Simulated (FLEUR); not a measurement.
# free Co(001) film, 1 layer: parallel and opposed starts, part 2 of 2

Aim: find out whether free Co(001) film, 1 layer carries moments, and which collinear order costs least.

FLEUR MaX-R8.1; LDA (VWN); all-electron FLAPW film, Dirac cores, scalar-relativistic bands.

So far, largest spin moment in the muffin-tin sphere (μB): step 2 (run 1 (ferro +)) 2.05; step 3 (run 2 (antiferro q=(1/2,1/2,0) +-)) 1.45.

## Step 4: Run 3 (no spin polarisation)

Without spin polarisation no moment can form, so the difference from the other runs is what forming moments gains.

The k list default-1 (kpts.xml, not shown) is a Γ-centred 14×14×1 mesh.

inp.xml

```
<?xml version="1.0" encoding="UTF-8" standalone="no"?>
<fleurInput fleurInputVersion="0.39">
   <comment>
      Co
   </comment>
   <calculationSetup>
      <cutoffs Kmax="3.64" Gmax="10.9" GmaxXC="10.9" numbands="0"/>
      <scfLoop itmax="120" minDistance="0.00002" maxIterBroyd="15" imix="Anderson" alpha="0.03" precondParam="0.0" spinf="2.0" sdNocoIR="T"/>
      <coreElectrons ctail="T" frcor="F" kcrel="1" coretail_lmax="0"/>
      <xcFunctional name="vwn" relativisticCorrections="F"/>
      <magnetism jspins="1"/>
      <soc l_soc="F" theta="0.0" phi="0.0" spav="F"/>
      <expertModes spex="0" secvar="F"/>
      <geometryOptimization l_f="F" forcealpha="1.0" forcemix="BFGS" epsdisp="0.00001" epsforce="0.00001"/>
      <ldaU l_linMix="F" mixParam="0.05" spinf="1.0"/>
   </calculationSetup>
   <cell>
      <bzIntegration valenceElectrons="17.0" mode="hist" fermiSmearingEnergy="0.00183747">
         <kPointListSelection listName="default-1"/>
         <xi:include xmlns:xi="http://www.w3.org/2001/XInclude" href="kpts.xml"> </xi:include>
      </bzIntegration>
      <xi:include xmlns:xi="http://www.w3.org/2001/XInclude" href="sym.xml"> </xi:include>
      <filmLattice scale="1.0" dVac="5.3" dTilda="7.8">
         <bravaisMatrixFilm>
            <row-1>    4.7369764765348199     0.0000000000000000</row-1>
            <row-2>    0.0000000000000000     4.7369764765348199</row-2>
         </bravaisMatrixFilm>
         <vacuumEnergyParameters vacuum="1" spinUp="-.25" spinDown="-.25"/>
      </filmLattice>
   </cell>
   <atomSpecies>
      <species name="Cobalt (Co)" element="Co" atomicNumber="27">
         <mtSphere radius="2.25" gridPoints="745" logIncrement="0.016"/>
         <atomicCutoffs lmax="8" lnonsphr="6"/>
         <electronConfig flipSpins="F">
            <coreConfig>(1s1/2) (2s1/2) (2p1/2) (2p3/2)</coreConfig>
            <valenceConfig>(3s1/2) (3p1/2) (3p3/2) (4s1/2) (3d3/2) (3d5/2)</valenceConfig>
            <stateOccupation state="(3d3/2)" spinUp="1.400000" spinDown="1.400000"/>
            <stateOccupation state="(3d5/2)" spinUp="2.100000" spinDown="2.100000"/>
         </electronConfig>
         <energyParameters s="4" p="4" d="3" f="4"/>
         <lo type="SCLO" l="0" n="3" eDeriv="0"/>
         <lo type="SCLO" l="1" n="3" eDeriv="0"/>
      </species>
   </atomSpecies>
   <atomGroups>
      <atomGroup species="Cobalt (Co)">
         <filmPos label="                   1">.0000000000 .0000000000 .0000000000</filmPos>
         <force calculate="T" relaxXYZ="TTT"/>
      </atomGroup>
   </atomGroups>
   <output dos="F" band="F" slice="F">
      <bandDOS minEnergy="-.5*Htr" maxEnergy="0.5*Htr" sigma="0.015" storeEVData="T"/>
      <plotting iplot="0" polar="F">
         <plot TwoD="T" vec1="  1.0  0.0  0.0" vec2="  0.0  1.0  0.0" vec3="  0.0  0.0  1.0" zero="  0.0  0.0 -0.5" file="plot"/>
      </plotting>
      <moessbauerParams electricFieldGradient="F" isomerShift="T" coreHyperfine="T" valenceHyperfine="T"/>
   </output>
</fleurInput>
```

crystal.txt

```
Co
&input film=T cartesian=F /
2.50670000000  0.00000000000  0.00000000000
0.00000000000  2.50670000000  0.00000000000
0.00000000000  0.00000000000  1.00000000000
1.8897261246
1.0 1.0 1.0

1
27 0.00000000000  0.00000000000  0.00000000000

&kpt div1=14 div2=14 div3=1 gamma=T /
```

The run is started by

```console
$ OMP_NUM_THREADS=1 inpgen -f crystal.txt > inpgen.log  # inp.xml is then edited as shown
$ OMP_NUM_THREADS=1 mpirun -n 4 fleur_MPI > fleur.log
```

The log of the run:

```text
[banner, memory and clock lines left out]
Welcome to FLEUR        (www.flapw.de)
      MaX-Release 8.1          (www.max-centre.eu)

 ========== k-point set info ==========
 Selected k-point list: default-1
 k-point list type: mesh
 14 x 14 x 1
 Number of k points: 36

 [... set-up left out ...]
 Iteration:     1   Distance:      21.65322784 me/bohr^3
 [... lines of the core solver left out ...]
 Iteration:     2   Distance:      17.89719624 me/bohr^3
 [... lines of the core solver left out ...]
 Iteration:     3   Distance:       9.77847893 me/bohr^3
[...]
<FermiEnergy value="-0.2055308416" units="Htr"/>
         [... left out ...]
         <totalEnergy value="    -1391.0400099269" units="Htr">
            <sumOfEigenvalues value="     -814.6322685527">
               <coreElectrons value="-791.2939967940"/>
               <valenceElectrons value="-23.3382717586"/>
            </sumOfEigenvalues>
         [... left out ...]
            <freeEnergy value="-1391.0420620127"/>
            <extrapolationTo0K value="-1391.0410359698"/>
         </totalEnergy>
         <densityConvergence units="me/bohr^3">
            <chargeDensity spin="1" distance="0.0000089629"/>
         </densityConvergence>
      </iteration>
```

It took 4.2 s on 4 MPI ranks of Arm Neoverse V2, shared host; peak memory 0.17 GiB; 16 s of CPU time.

Read from the output:

* free energy: -37852.1828 eV
* program's band gap on this mesh (in a metal only a level spacing): 0.005900 eV
* final state: non-magnetic (no spin polarisation)

It lies 557 meV a seeded atom over the first start.

## Step 5: Ranking

Free energies are divided by the number of seeded atoms, so that cells of unlike size compare. Wavevectors q in the names are fractions of the primitive cell's reciprocal vectors.

Orders:

```
                     start        final state  typed order kept  energy over the lowest (meV a seeded atom)  largest sphere moment (μB)  net moment (μB a primitive cell)  mesh matched  CPU time (s)
                   ferro +      ferromagnetic               yes                                           0                       2.051                             2.023           yes         32.47
antiferro q=(1/2,1/2,0) +-  antiferromagnetic               yes                                       477.6                       1.453                                 0           yes         226.1
      no spin polarisation       non-magnetic                 -                                       557.5                           0                                 0           yes         16.23
```

## Step 6: Spin–orbit coupling, moments along z

Spin–orbit coupling ties the spins to the lattice and lets orbital moments form.

A new self-consistent run of the start ferro +, with the moments along z.

inp.xml

```
<?xml version="1.0" encoding="UTF-8" standalone="no"?>
<fleurInput fleurInputVersion="0.39">
   <comment>
      Co
   </comment>
   <calculationSetup>
      <cutoffs Kmax="3.64" Gmax="10.9" GmaxXC="10.9" numbands="37"/>
      <scfLoop itmax="120" minDistance="0.00002" maxIterBroyd="15" imix="Anderson" alpha="0.03" precondParam="0.0" spinf="2.0" sdNocoIR="T"/>
      <coreElectrons ctail="T" frcor="F" kcrel="1" coretail_lmax="0"/>
      <xcFunctional name="vwn" relativisticCorrections="F"/>
      <magnetism jspins="2"/>
      <soc l_soc="T" theta="0.0" phi="0.0" spav="F"/>
      <expertModes spex="0" secvar="F"/>
      <geometryOptimization l_f="F" forcealpha="1.0" forcemix="BFGS" epsdisp="0.00001" epsforce="0.00001"/>
      <ldaU l_linMix="F" mixParam="0.05" spinf="1.0"/>
   </calculationSetup>
   <cell>
      <bzIntegration valenceElectrons="17.0" mode="hist" fermiSmearingEnergy="0.00183747">
         <kPointListSelection listName="default-1"/>
         <xi:include xmlns:xi="http://www.w3.org/2001/XInclude" href="kpts.xml"> </xi:include>
      </bzIntegration>
      <xi:include xmlns:xi="http://www.w3.org/2001/XInclude" href="sym.xml"> </xi:include>
      <filmLattice scale="1.0" dVac="5.3" dTilda="7.8">
         <bravaisMatrixFilm>
            <row-1>    4.7369764765348199     0.0000000000000000</row-1>
            <row-2>    0.0000000000000000     4.7369764765348199</row-2>
         </bravaisMatrixFilm>
         <vacuumEnergyParameters vacuum="1" spinUp="-.25" spinDown="-.25"/>
      </filmLattice>
   </cell>
   <atomSpecies>
      <species name="Cobalt (Co2.000" element="Co" atomicNumber="27">
         <mtSphere radius="2.25" gridPoints="745" logIncrement="0.016"/>
         <atomicCutoffs lmax="8" lnonsphr="6"/>
         <electronConfig flipSpins="F">
            <coreConfig>(1s1/2) (2s1/2) (2p1/2) (2p3/2)</coreConfig>
            <valenceConfig>(3s1/2) (3p1/2) (3p3/2) (4s1/2) (3d3/2) (3d5/2)</valenceConfig>
            <stateOccupation state="(3d3/2)" spinUp="1.5" spinDown="1.3"/>
            <stateOccupation state="(3d5/2)" spinUp="3.0" spinDown="1.2"/>
         </electronConfig>
         <energyParameters s="4" p="4" d="3" f="4"/>
         <lo type="SCLO" l="0" n="3" eDeriv="0"/>
         <lo type="SCLO" l="1" n="3" eDeriv="0"/>
      </species>
   </atomSpecies>
   <atomGroups>
      <atomGroup species="Cobalt (Co2.000">
         <filmPos label="                   1">.0000000000 .0000000000 .0000000000</filmPos>
         <force calculate="T" relaxXYZ="TTT"/>
      </atomGroup>
   </atomGroups>
   <output dos="F" band="F" slice="F">
      <bandDOS minEnergy="-.5*Htr" maxEnergy="0.5*Htr" sigma="0.015" storeEVData="T"/>
      <plotting iplot="0" polar="F">
         <plot TwoD="T" vec1="  1.0  0.0  0.0" vec2="  0.0  1.0  0.0" vec3="  0.0  0.0  1.0" zero="  0.0  0.0 -0.5" file="plot"/>
      </plotting>
      <moessbauerParams electricFieldGradient="F" isomerShift="T" coreHyperfine="T" valenceHyperfine="T"/>
   </output>
</fleurInput>
```

crystal.txt

```
Co
&input film=T cartesian=F /
2.50670000000  0.00000000000  0.00000000000
0.00000000000  2.50670000000  0.00000000000
0.00000000000  0.00000000000  1.00000000000
1.8897261246
1.0 1.0 1.0

1
27 0.00000000000  0.00000000000  0.00000000000 : 2.000

&soc 0.0000000 0.0000000 /
&kpt div1=14 div2=14 div3=1 gamma=T /
```

The log of the run:

```text
[banner, memory and clock lines left out]
Welcome to FLEUR        (www.flapw.de)
      MaX-Release 8.1          (www.max-centre.eu)

 ========== k-point set info ==========
 Selected k-point list: default-1
 k-point list type: mesh
 0 x 0 x 0
 Number of k points: 52

 [... set-up left out ...]
 Iteration:     1   Distance:      16.67094274 me/bohr^3
 [... lines of the core solver left out ...]
 Iteration:     2   Distance:      14.18045403 me/bohr^3
 [... lines of the core solver left out ...]
 Iteration:     3   Distance:       7.33538946 me/bohr^3
 [... lines of the core solver left out ...]
 Iteration:     4   Distance:       6.90849705 me/bohr^3
 [... lines of the core solver left out ...]
 Iteration:     5   Distance:       2.97774922 me/bohr^3
 [... lines of the core solver left out ...]
 Iteration:     6   Distance:       3.25218589 me/bohr^3
 [... lines of the core solver left out ...]
 Iteration:     7   Distance:       1.27319733 me/bohr^3
 [... lines of the core solver left out ...]
 Iteration:     8   Distance:       1.05928335 me/bohr^3
 [... lines of the core solver left out ...]
 Iteration:     9   Distance:       0.17283692 me/bohr^3
 [... lines of the core solver left out ...]
 Iteration:    10   Distance:       0.18032062 me/bohr^3
 [... lines of the core solver left out ...]
 Iteration:    11   Distance:       0.03324468 me/bohr^3
 [... lines of the core solver left out ...]
 Iteration:    12   Distance:       0.02447306 me/bohr^3
 [... lines of the core solver left out ...]
 Iteration:    13   Distance:       0.00870709 me/bohr^3
 [... lines of the core solver left out ...]
[... rest left out ...]

--- out.xml (last complete iteration) ---
<iteration numberForCurrentRun="   20" overallNumber="   20">
         [... left out ...]
         <bandgap value="0.0000000000" units="eV"/>
         <sumValenceSingleParticleEnergies value="-23.4398987841" units="Htr"/>
         <FermiEnergy value="-0.1890006748" units="Htr"/>
         [... left out ...]
         <magneticMomentsInMTSpheres units="muBohr">
            <globalMagMoment atomType="1" vec="0.00000   0.00000   2.04732"/>
         </magneticMomentsInMTSpheres>
         <orbitalMomentsInMTSpheres units="muBohr">
            <globalMagMoment atomType="1" vec="0.00000   0.00000   0.13254"/>
         </orbitalMomentsInMTSpheres>
         [... left out ...]
         <totalEnergy value="    -1391.0625892751" units="Htr">
            <sumOfEigenvalues value="     -814.7524591707">
               <coreElectrons value="-791.3125603866"/>
               <valenceElectrons value="-23.4398987841"/>
            </sumOfEigenvalues>
         [... left out ...]
            <freeEnergy value="-1391.0632975383"/>
            <extrapolationTo0K value="-1391.0629434067"/>
         </totalEnergy>
         <densityConvergence units="me/bohr^3">
            <chargeDensity spin="1" distance="0.0000034475"/>
            <chargeDensity spin="2" distance="0.0000066008"/>
            <overallChargeDensity distance="0.0000076509"/>
            <spinDensity distance="0.0000072370"/>
         </densityConvergence>
      </iteration>
```

Elapsed: 13 s, on 4 MPI ranks; peak memory 0.23 GiB.

Numbers from this step:

```
free energy                                                       : -37852.7607 eV
program's band gap on this mesh (in a metal only a level spacing) : 0 eV
magnetization                                                     : 2.019 μB
final state                                                       : ferromagnetic
largest moment                                                    : 2.047 μB
orbital moment along the spin                                     : 0.1325 μB
```

Orbital moment in the sphere, along the spin axis by atom:

```
atom  orbital moment in the sphere, along the spin axis (μB)
 Co1                                                   0.133
```

Fields along z, the direction of positive moments; semicore shells count as valence. Hyperfine fields at the nuclei:

```
atom  core contact (T)  valence contact (T)  dipolar (T)  orbital (T)  sum (T)  density at the nucleus (e/bohr³)
 Co1            -51.69                48.26        1.604        9.627    7.794                             17203
```

## Step 7: Outcome

```yaml
lowest_state_found: ferromagnetic (typed ferro +)
largest_site_spin_moment: 2.05 μB
next_finished_state: antiferromagnetic, 478 meV a seeded atom higher
energy_gained_by_spin_polarisation: 557 meV a seeded atom
hyperfine_field_at_co1_along_its_moment: 7.79 T
orbital_moment_on_the_atom_of_largest_spin_along_its_spin_spin_orbit_run: 0.133 μB
```

The lowest state found is ferromagnetic, reached from the start ferro +, with moments up to 2.05 μB. The next finished state costs 478 meV a seeded atom. At Co1 the core shells give -51.7 T and the valence and semicore s states 48.3 T along the moment, -1.68 T per μB together; orbital and dipolar parts add 11 T. Semilocal functionals tend to give too weak a core polarisation. The orbital moment is parallel to the spin, as Hund's third rule has it for a shell over half filled. Only 3 starts were tried; other patterns of signs, canted and longer-period orders were not.

[Logs and program files are shortened in this print: banners, set-up blocks, solver, clock and traceback lines can be left out without a mark of their own.]

[Logs are printed without paths, hosts, clocks, repeated set-up lines and the standing remarks that a program may print on its own settings, such as how far it seeks lower states.]

[Hosts, paths, dates, database ids (printed as entryN), source tags and the programs' standing remarks are cut or masked in the printed files.]

[Where a cell is said to come from a database of computed structures, the database is the Materials Project.]
